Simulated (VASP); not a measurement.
# SrO (Fm-3m) in VASP: notebook, part 6 of 7

VASP 6.6.1. Earlier steps stand in the parts before.

### Step 80. Equation of state, PBE, 16.39 Å³/atom

INCAR

```
SYSTEM = SrO
PREC     = Accurate       ! precision mode
ENCUT    = 700            ! plane-wave cutoff, eV
EDIFF    = 1E-7           ! SCF threshold, eV
ISMEAR   = 0              ! smearing method
SIGMA    = 0.05           ! smearing width, eV
LREAL    = .FALSE.        ! projectors in reciprocal space
LASPH    = .TRUE.         ! aspherical terms in the spheres
NELM     = 100            ! most SCF steps
ALGO     = Normal         ! electronic algorithm
ISIF     = 2              ! what is computed and relaxed
LWAVE    = .FALSE.        ! write WAVECAR
LCHARG   = .FALSE.        ! write CHGCAR
GGA      = PE             ! functional
ADDGRID  = .FALSE.
```

KPOINTS

```
regular mesh
0
G
  9 9 9
  0 0 0
```

POSCAR

```
SrO
1.0
    0.0000000000      2.5403760054      2.5403760054
    2.5403760054      0.0000000000      2.5403760054
    2.5403760054      2.5403760054      0.0000000000
Sr O
1 1
Direct
    0.5000000000      0.5000000000      0.5000000000
    0.0000000000      0.0000000000      0.0000000000
```

The run is started by

```
> cat potpaw_PBE.64/Sr_sv/POTCAR potpaw_PBE.64/O_h/POTCAR > POTCAR
> mpirun -np 1 vasp_std > vasp.out
```

Wall time 34 s (1 thread of Intel Xeon Platinum 8375C at 2.90GHz (Ice Lake), shared host); peak memory 0.19 GiB.

The run converged, but a check on its numbers failed (symmetry, net force, bounds or a known fault of this set-up), so they aren't taken as properties of the crystal.

Caveat: the cutoff lies under the usual one of these potentials, so the numbers hold a large basis-set error; an odd mesh through Γ misses points on the zone boundary, where band edges often lie.

### Step 81. Equation of state, PBE, 17.41 Å³/atom

INCAR is that of step 80.

KPOINTS is that of step 80.

POSCAR

```
SrO
1.0
    0.0000000000      2.5917105635      2.5917105635
    2.5917105635      0.0000000000      2.5917105635
    2.5917105635      2.5917105635      0.0000000000
Sr O
1 1
Direct
    0.5000000000      0.5000000000      0.5000000000
    0.0000000000      0.0000000000      0.0000000000
```

Potentials or basis: VASP PAW PBE potentials, release 64 (Sr_sv, O_h).

The run is started by

```
> cat potpaw_PBE.64/Sr_sv/POTCAR potpaw_PBE.64/O_h/POTCAR > POTCAR
> mpirun -np 1 vasp_std > vasp.out
```

Run time: 32 s. Hardware: 1 thread of Intel Xeon Platinum 8375C at 2.90GHz (Ice Lake), shared host; peak memory 0.19 GiB.

The run converged, but a check on its numbers failed (symmetry, net force, bounds or a known fault of this set-up), so they aren't taken as properties of the crystal.

Caveat: the cutoff lies under the usual one of these potentials, so the numbers hold a large basis-set error; an odd mesh through Γ misses points on the zone boundary, where band edges often lie.

### Step 82. Equation of state, PBE, 16.39 Å³/atom

INCAR, as its differences from that of step 81:

```diff
@@ -2,3 +2,3 @@
 PREC     = Accurate       ! precision mode
-ENCUT    = 700            ! plane-wave cutoff, eV
+ENCUT    = 900            ! plane-wave cutoff, eV
 EDIFF    = 1E-7           ! SCF threshold, eV
```

KPOINTS

```
regular mesh
0
G
  8 8 8
  0 0 0
```

POSCAR

```
SrO
1.0
    0.0000000000      2.5403760054      2.5403760054
    2.5403760054      0.0000000000      2.5403760054
    2.5403760054      2.5403760054      0.0000000000
Sr O
1 1
Direct
    0.5000000000      0.5000000000      0.5000000000
    0.0000000000      0.0000000000      0.0000000000
```

The run is started by

```
> cat potpaw_PBE.64/Sr_sv/POTCAR potpaw_PBE.64/O_h/POTCAR > POTCAR
> mpirun -np 1 vasp_std > vasp.out
```

Wall time 42 s (1 thread of Intel Xeon Platinum 8375C at 2.90GHz (Ice Lake), shared host); peak memory 0.22 GiB.

These settings aren't checked as converged: the numbers below hold their error.

What came out:

```yaml
Free_energy: -12.0076 eV
Pressure: 7.0 GPa
Band_gap_on_the_k_mesh: 3.24 eV, indirect (least direct gap 3.31 eV)
```

Caveat: the cutoff is under 1.25 times the usual one of these potentials, so pressure, stress and relaxed cells hold a basis-set (Pulay) error.

### Step 83. Equation of state, PBE, 17.41 Å³/atom

INCAR is that of step 82.

KPOINTS is that of step 82.

POSCAR

```
SrO
1.0
    0.0000000000      2.5917105635      2.5917105635
    2.5917105635      0.0000000000      2.5917105635
    2.5917105635      2.5917105635      0.0000000000
Sr O
1 1
Direct
    0.5000000000      0.5000000000      0.5000000000
    0.0000000000      0.0000000000      0.0000000000
```

The run is started by

```
> cat potpaw_PBE.64/Sr_sv/POTCAR potpaw_PBE.64/O_h/POTCAR > POTCAR
> mpirun -np 1 vasp_std > vasp.out
```

Run time: 31 s. Hardware: 1 thread of Intel Xeon Platinum 8375C at 2.90GHz (Ice Lake), shared host; peak memory 0.22 GiB.

These settings aren't checked as converged: the numbers below hold their error.

Results:

| Item | Value |
| --- | --- |
| Free energy | -12.0592 eV |
| Pressure | 0.9 GPa |
| Band gap on the k mesh | 3.28 eV, indirect (least direct gap 3.38 eV) |

Caveat: the cutoff is under 1.25 times the usual one of these potentials, so pressure, stress and relaxed cells hold a basis-set (Pulay) error.

### Step 84. Equation of state, PBE, 16.39 Å³/atom

INCAR, as its differences from that of step 83:

```diff
@@ -2,3 +2,3 @@
 PREC     = Accurate       ! precision mode
-ENCUT    = 900            ! plane-wave cutoff, eV
+ENCUT    = 800            ! plane-wave cutoff, eV
 EDIFF    = 1E-7           ! SCF threshold, eV
```

KPOINTS

```
regular mesh
0
G
  9 9 9
  0 0 0
```

POSCAR

```
SrO
1.0
    0.0000000000      2.5403760054      2.5403760054
    2.5403760054      0.0000000000      2.5403760054
    2.5403760054      2.5403760054      0.0000000000
Sr O
1 1
Direct
    0.5000000000      0.5000000000      0.5000000000
    0.0000000000      0.0000000000      0.0000000000
```

Potentials or basis: VASP PAW PBE potentials, release 64 (Sr_sv, O_h).

The run is started by

```
> cat potpaw_PBE.64/Sr_sv/POTCAR potpaw_PBE.64/O_h/POTCAR > POTCAR
> mpirun -np 1 vasp_std > vasp.out
```

It took 57 s on 1 thread of Intel Xeon Platinum 8375C at 2.90GHz (Ice Lake), shared host; peak memory 0.22 GiB.

The run converged, but some of its settings lie outside the range that counts as converged, so its numbers aren't taken as properties of the crystal.

What came out:

* Free energy: -12.0058 eV
* Band gap on the k mesh: 3.30 eV, indirect (least direct gap 3.38 eV)

Caveat: the cutoff is under 1.25 times the usual one of these potentials, so pressure, stress and relaxed cells hold a basis-set (Pulay) error; an odd mesh through Γ misses points on the zone boundary, where band edges often lie.

### Step 85. Equation of state, PBE, 17.41 Å³/atom

INCAR is that of step 84.

KPOINTS is that of step 84.

POSCAR

```
SrO
1.0
    0.0000000000      2.5917105635      2.5917105635
    2.5917105635      0.0000000000      2.5917105635
    2.5917105635      2.5917105635      0.0000000000
Sr O
1 1
Direct
    0.5000000000      0.5000000000      0.5000000000
    0.0000000000      0.0000000000      0.0000000000
```

The run is started by

```
> cat potpaw_PBE.64/Sr_sv/POTCAR potpaw_PBE.64/O_h/POTCAR > POTCAR
> mpirun -np 1 vasp_std > vasp.out
```

Run time: 58 s. Hardware: 1 thread of Intel Xeon Platinum 8375C at 2.90GHz (Ice Lake), shared host; peak memory 0.22 GiB.

These settings aren't checked as converged: the numbers below hold their error.

Results:

* Free energy: -12.0574 eV
* Band gap on the k mesh: 3.34 eV, indirect (least direct gap 3.45 eV)

Caveat: the cutoff is under 1.25 times the usual one of these potentials, so pressure, stress and relaxed cells hold a basis-set (Pulay) error; an odd mesh through Γ misses points on the zone boundary, where band edges often lie.

### Step 86. Equation of state, PBE, 16.39 Å³/atom

INCAR, as its differences from that of step 85:

```diff
@@ -2,3 +2,3 @@
 PREC     = Accurate       ! precision mode
-ENCUT    = 800            ! plane-wave cutoff, eV
+ENCUT    = 1100           ! plane-wave cutoff, eV
 EDIFF    = 1E-7           ! SCF threshold, eV
```

KPOINTS

```
regular mesh
0
G
  8 8 8
  0 0 0
```

POSCAR

```
SrO
1.0
    0.0000000000      2.5403760054      2.5403760054
    2.5403760054      0.0000000000      2.5403760054
    2.5403760054      2.5403760054      0.0000000000
Sr O
1 1
Direct
    0.5000000000      0.5000000000      0.5000000000
    0.0000000000      0.0000000000      0.0000000000
```

The run is started by

```
> cat potpaw_PBE.64/Sr_sv/POTCAR potpaw_PBE.64/O_h/POTCAR > POTCAR
> mpirun -np 1 vasp_std > vasp.out
```

Wall time 76 s (1 thread of Intel Xeon Platinum 8375C at 2.90GHz (Ice Lake), shared host); peak memory 0.26 GiB.

The run converged, but some of its settings lie outside the range that counts as converged, so its numbers aren't taken as properties of the crystal.

What came out:

```
Free energy            : -12.0082 eV
Pressure               : 7.3 GPa
Band gap on the k mesh : 3.24 eV, indirect (least direct gap 3.31 eV)
```

### Step 87. Equation of state, PBE, 17.41 Å³/atom

INCAR is that of step 86.

KPOINTS is that of step 86.

POSCAR

```
SrO
1.0
    0.0000000000      2.5917105635      2.5917105635
    2.5917105635      0.0000000000      2.5917105635
    2.5917105635      2.5917105635      0.0000000000
Sr O
1 1
Direct
    0.5000000000      0.5000000000      0.5000000000
    0.0000000000      0.0000000000      0.0000000000
```

Potentials or basis: VASP PAW PBE potentials, release 64 (Sr_sv, O_h).

The run is started by

```
> cat potpaw_PBE.64/Sr_sv/POTCAR potpaw_PBE.64/O_h/POTCAR > POTCAR
> mpirun -np 1 vasp_std > vasp.out
```

It took 72 s on 1 thread of Intel Xeon Platinum 8375C at 2.90GHz (Ice Lake), shared host; peak memory 0.26 GiB.

The run converged, but some of its settings lie outside the range that counts as converged, so its numbers aren't taken as properties of the crystal.

What came out:

| Item | Value |
| --- | --- |
| Free energy | -12.0599 eV |
| Pressure | 1.1 GPa |
| Band gap on the k mesh | 3.28 eV, indirect (least direct gap 3.38 eV) |

### Step 88. Equation of state, PBE, 16.39 Å³/atom

INCAR, as its differences from that of step 87:

```diff
@@ -2,3 +2,3 @@
 PREC     = Accurate       ! precision mode
-ENCUT    = 1100           ! plane-wave cutoff, eV
+ENCUT    = 600            ! plane-wave cutoff, eV
 EDIFF    = 1E-7           ! SCF threshold, eV
```

KPOINTS

```
regular mesh
0
G
  11 11 11
  0 0 0
```

POSCAR

```
SrO
1.0
    0.0000000000      2.5403760054      2.5403760054
    2.5403760054      0.0000000000      2.5403760054
    2.5403760054      2.5403760054      0.0000000000
Sr O
1 1
Direct
    0.5000000000      0.5000000000      0.5000000000
    0.0000000000      0.0000000000      0.0000000000
```

The run is started by

```
> cat potpaw_PBE.64/Sr_sv/POTCAR potpaw_PBE.64/O_h/POTCAR > POTCAR
> mpirun -np 1 vasp_std > vasp.out
```

It took 47 s on 1 thread of Intel Xeon Platinum 8375C at 2.90GHz (Ice Lake), shared host; peak memory 0.18 GiB.

The run converged, but a check on its numbers failed (symmetry, net force, bounds or a known fault of this set-up), so they aren't taken as properties of the crystal.

Caveat: the cutoff lies under the usual one of these potentials, so the numbers hold a large basis-set error; an odd mesh through Γ misses points on the zone boundary, where band edges often lie.

### Step 89. Equation of state, PBE, 17.41 Å³/atom

INCAR is that of step 88.

KPOINTS is that of step 88.

POSCAR

```
SrO
1.0
    0.0000000000      2.5917105635      2.5917105635
    2.5917105635      0.0000000000      2.5917105635
    2.5917105635      2.5917105635      0.0000000000
Sr O
1 1
Direct
    0.5000000000      0.5000000000      0.5000000000
    0.0000000000      0.0000000000      0.0000000000
```

The run is started by

```
> cat potpaw_PBE.64/Sr_sv/POTCAR potpaw_PBE.64/O_h/POTCAR > POTCAR
> mpirun -np 1 vasp_std > vasp.out
```

Run time: 54 s. Hardware: 1 thread of Intel Xeon Platinum 8375C at 2.90GHz (Ice Lake), shared host; peak memory 0.19 GiB.

The run converged, but a check on its numbers failed (symmetry, net force, bounds or a known fault of this set-up), so they aren't taken as properties of the crystal.

Caveat: the cutoff lies under the usual one of these potentials, so the numbers hold a large basis-set error; an odd mesh through Γ misses points on the zone boundary, where band edges often lie.

### Step 90. Equation of state, PBE, 16.39 Å³/atom

INCAR, as its differences from that of step 89:

```diff
@@ -2,3 +2,3 @@
 PREC     = Accurate       ! precision mode
-ENCUT    = 600            ! plane-wave cutoff, eV
+ENCUT    = 700            ! plane-wave cutoff, eV
 EDIFF    = 1E-7           ! SCF threshold, eV
```

KPOINTS is that of step 89.

POSCAR

```
SrO
1.0
    0.0000000000      2.5403760054      2.5403760054
    2.5403760054      0.0000000000      2.5403760054
    2.5403760054      2.5403760054      0.0000000000
Sr O
1 1
Direct
    0.5000000000      0.5000000000      0.5000000000
    0.0000000000      0.0000000000      0.0000000000
```

Potentials or basis: VASP PAW PBE potentials, release 64 (Sr_sv, O_h).

The run is started by

```
> cat potpaw_PBE.64/Sr_sv/POTCAR potpaw_PBE.64/O_h/POTCAR > POTCAR
> mpirun -np 1 vasp_std > vasp.out
```

Wall time 56 s (1 thread of Intel Xeon Platinum 8375C at 2.90GHz (Ice Lake), shared host); peak memory 0.2 GiB.

The run converged, but a check on its numbers failed (symmetry, net force, bounds or a known fault of this set-up), so they aren't taken as properties of the crystal.

Caveat: the cutoff lies under the usual one of these potentials, so the numbers hold a large basis-set error; an odd mesh through Γ misses points on the zone boundary, where band edges often lie.

### Step 91. Equation of state, PBE, 17.41 Å³/atom

INCAR is that of step 90.

KPOINTS is that of step 90.

POSCAR

```
SrO
1.0
    0.0000000000      2.5917105635      2.5917105635
    2.5917105635      0.0000000000      2.5917105635
    2.5917105635      2.5917105635      0.0000000000
Sr O
1 1
Direct
    0.5000000000      0.5000000000      0.5000000000
    0.0000000000      0.0000000000      0.0000000000
```

The run is started by

```
> cat potpaw_PBE.64/Sr_sv/POTCAR potpaw_PBE.64/O_h/POTCAR > POTCAR
> mpirun -np 1 vasp_std > vasp.out
```

Run time: 50 s. Hardware: 1 thread of Intel Xeon Platinum 8375C at 2.90GHz (Ice Lake), shared host; peak memory 0.2 GiB.

The run converged, but a check on its numbers failed (symmetry, net force, bounds or a known fault of this set-up), so they aren't taken as properties of the crystal.

Caveat: the cutoff lies under the usual one of these potentials, so the numbers hold a large basis-set error; an odd mesh through Γ misses points on the zone boundary, where band edges often lie.

### Step 92. Equation of state, PBE, 16.39 Å³/atom

INCAR, as its differences from that of step 91:

```diff
@@ -2,3 +2,3 @@
 PREC     = Accurate       ! precision mode
-ENCUT    = 700            ! plane-wave cutoff, eV
+ENCUT    = 1400           ! plane-wave cutoff, eV
 EDIFF    = 1E-7           ! SCF threshold, eV
```

KPOINTS

```
regular mesh
0
G
  8 8 8
  0 0 0
```

POSCAR

```
SrO
1.0
    0.0000000000      2.5403760054      2.5403760054
    2.5403760054      0.0000000000      2.5403760054
    2.5403760054      2.5403760054      0.0000000000
Sr O
1 1
Direct
    0.5000000000      0.5000000000      0.5000000000
    0.0000000000      0.0000000000      0.0000000000
```

The run is started by

```
> cat potpaw_PBE.64/Sr_sv/POTCAR potpaw_PBE.64/O_h/POTCAR > POTCAR
> mpirun -np 1 vasp_std > vasp.out
```

Run time: 2 min. Hardware: 1 thread of Intel Xeon Platinum 8375C at 2.90GHz (Ice Lake), shared host; peak memory 0.35 GiB.

The run converged, but some of its settings lie outside the range that counts as converged, so its numbers aren't taken as properties of the crystal.

Results:

| Property | Result |
| --- | --- |
| Free energy | -12.0084 eV |
| Pressure | 7.2 GPa |
| Band gap on the k mesh | 3.24 eV, indirect (least direct gap 3.31 eV) |

### Step 93. Equation of state, PBE, 17.41 Å³/atom

INCAR is that of step 92.

KPOINTS is that of step 92.

POSCAR

```
SrO
1.0
    0.0000000000      2.5917105635      2.5917105635
    2.5917105635      0.0000000000      2.5917105635
    2.5917105635      2.5917105635      0.0000000000
Sr O
1 1
Direct
    0.5000000000      0.5000000000      0.5000000000
    0.0000000000      0.0000000000      0.0000000000
```

Potentials or basis: VASP PAW PBE potentials, release 64 (Sr_sv, O_h).

The run is started by

```
> cat potpaw_PBE.64/Sr_sv/POTCAR potpaw_PBE.64/O_h/POTCAR > POTCAR
> mpirun -np 1 vasp_std > vasp.out
```

Wall time 99 s (1 thread of Intel Xeon Platinum 8375C at 2.90GHz (Ice Lake), shared host); peak memory 0.35 GiB.

The run converged, but some of its settings lie outside the range that counts as converged, so its numbers aren't taken as properties of the crystal.

What came out:

```yaml
Free_energy: -12.0600 eV
Pressure: 1.0 GPa
Band_gap_on_the_k_mesh: 3.28 eV, indirect (least direct gap 3.38 eV)
```

### Step 94. Equation of state, PBE, 16.39 Å³/atom

INCAR, as its differences from that of step 93:

```diff
@@ -2,3 +2,3 @@
 PREC     = Accurate       ! precision mode
-ENCUT    = 1400           ! plane-wave cutoff, eV
+ENCUT    = 800            ! plane-wave cutoff, eV
 EDIFF    = 1E-7           ! SCF threshold, eV
```

KPOINTS

```
regular mesh
0
G
  11 11 11
  0 0 0
```

POSCAR

```
SrO
1.0
    0.0000000000      2.5403760054      2.5403760054
    2.5403760054      0.0000000000      2.5403760054
    2.5403760054      2.5403760054      0.0000000000
Sr O
1 1
Direct
    0.5000000000      0.5000000000      0.5000000000
    0.0000000000      0.0000000000      0.0000000000
```

The run is started by

```
> cat potpaw_PBE.64/Sr_sv/POTCAR potpaw_PBE.64/O_h/POTCAR > POTCAR
> mpirun -np 1 vasp_std > vasp.out
```

Run time: 75 s. Hardware: 1 thread of Intel Xeon Platinum 8375C at 2.90GHz (Ice Lake), shared host; peak memory 0.23 GiB.

The run converged, but some of its settings lie outside the range that counts as converged, so its numbers aren't taken as properties of the crystal.

What came out:

* Free energy: -12.0057 eV
* Band gap on the k mesh: 3.28 eV, indirect (least direct gap 3.35 eV)

Caveat: the cutoff is under 1.25 times the usual one of these potentials, so pressure, stress and relaxed cells hold a basis-set (Pulay) error; an odd mesh through Γ misses points on the zone boundary, where band edges often lie.

### Step 95. Equation of state, PBE, 17.41 Å³/atom

INCAR is that of step 94.

KPOINTS is that of step 94.

POSCAR

```
SrO
1.0
    0.0000000000      2.5917105635      2.5917105635
    2.5917105635      0.0000000000      2.5917105635
    2.5917105635      2.5917105635      0.0000000000
Sr O
1 1
Direct
    0.5000000000      0.5000000000      0.5000000000
    0.0000000000      0.0000000000      0.0000000000
```

The run is started by

```
> cat potpaw_PBE.64/Sr_sv/POTCAR potpaw_PBE.64/O_h/POTCAR > POTCAR
> mpirun -np 1 vasp_std > vasp.out
```

Run time: 74 s. Hardware: 1 thread of Intel Xeon Platinum 8375C at 2.90GHz (Ice Lake), shared host; peak memory 0.24 GiB.

These settings aren't checked as converged: the numbers below hold their error.

Results:

```yaml
Free_energy: -12.0575 eV
Band_gap_on_the_k_mesh: 3.32 eV, indirect (least direct gap 3.43 eV)
```

Caveat: the cutoff is under 1.25 times the usual one of these potentials, so pressure, stress and relaxed cells hold a basis-set (Pulay) error; an odd mesh through Γ misses points on the zone boundary, where band edges often lie.

### Step 96. Equation of state, PBE, 16.39 Å³/atom

INCAR, as its differences from that of step 95:

```diff
@@ -4,3 +4,3 @@
 EDIFF    = 1E-7           ! SCF threshold, eV
-ISMEAR   = 0              ! smearing method
+ISMEAR   = -5             ! smearing method
 SIGMA    = 0.05           ! smearing width, eV
```

KPOINTS is that of step 95.

POSCAR

```
SrO
1.0
    0.0000000000      2.5403760054      2.5403760054
    2.5403760054      0.0000000000      2.5403760054
    2.5403760054      2.5403760054      0.0000000000
Sr O
1 1
Direct
    0.5000000000      0.5000000000      0.5000000000
    0.0000000000      0.0000000000      0.0000000000
```

Potentials or basis: VASP PAW PBE potentials, release 64 (Sr_sv, O_h).

The run is started by

```
> cat potpaw_PBE.64/Sr_sv/POTCAR potpaw_PBE.64/O_h/POTCAR > POTCAR
> mpirun -np 1 vasp_std > vasp.out
```

Run time: 79 s. Hardware: 1 thread of Intel Xeon Platinum 8375C at 2.90GHz (Ice Lake), shared host; peak memory 0.23 GiB.

The run converged, but some of its settings lie outside the range that counts as converged, so its numbers aren't taken as properties of the crystal.

Results:

* Free energy: -12.0057 eV
* Band gap on the k mesh: 3.28 eV, indirect (least direct gap 3.35 eV)

Caveat: the cutoff is under 1.25 times the usual one of these potentials, so pressure, stress and relaxed cells hold a basis-set (Pulay) error; an odd mesh through Γ misses points on the zone boundary, where band edges often lie.

### Step 97. Equation of state, PBE, 17.41 Å³/atom

INCAR is that of step 96.

KPOINTS is that of step 96.

POSCAR

```
SrO
1.0
    0.0000000000      2.5917105635      2.5917105635
    2.5917105635      0.0000000000      2.5917105635
    2.5917105635      2.5917105635      0.0000000000
Sr O
1 1
Direct
    0.5000000000      0.5000000000      0.5000000000
    0.0000000000      0.0000000000      0.0000000000
```

The run is started by

```
> cat potpaw_PBE.64/Sr_sv/POTCAR potpaw_PBE.64/O_h/POTCAR > POTCAR
> mpirun -np 1 vasp_std > vasp.out
```

Wall time 67 s (1 thread of Intel Xeon Platinum 8375C at 2.90GHz (Ice Lake), shared host); peak memory 0.23 GiB.

These settings aren't checked as converged: the numbers below hold their error.

Results:

```
Free energy            : -12.0575 eV
Band gap on the k mesh : 3.32 eV, indirect (least direct gap 3.43 eV)
```

Caveat: the cutoff is under 1.25 times the usual one of these potentials, so pressure, stress and relaxed cells hold a basis-set (Pulay) error; an odd mesh through Γ misses points on the zone boundary, where band edges often lie.

[end of part 6 of 7]
